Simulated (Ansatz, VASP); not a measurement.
Two plane-wave programs on Mg

```
CELL_PARAMETERS angstrom
5.10577 0.00000 0.00000
-2.55288 4.42172 0.00000
0.00000 0.00000 3.09587
ATOMIC_POSITIONS crystal
Mg 0.00000 0.00000 0.00000
Mg 0.33333 0.66667 0.50000
Mg 0.66667 0.33333 0.50000
```

Alike in both runs: task single point; functional PBE; k mesh 8 × 8 × 11; occupations fermi-dirac, width 0.1 eV; no spin polarisation.

```csv
,VASP,Ansatz
version,VASP 6.6.1,Ansatz 0.2.0
potentials or method,"VASP PAW PBE potentials, release 64 (Mg)","plane waves (420 eV) with PAW, scalar-relativistic"
plane-wave cutoff (eV),520,420
valence electrons in the cell,6,30
```

Ansatz gave:

| Quantity | Value |
| --- | --- |
| pressure (GPa) | 0.0 |
| largest component of the traceless stress (GPa) | 0.22 |

Question: Estimate VASP's values.

Answer: Pressure (GPa): -0.2; largest component of the traceless stress (GPa): 0.22.

The functional is the same, so the differences come from potentials, cutoffs and numerics. The two sets of potentials don't hold the same shells in valence.
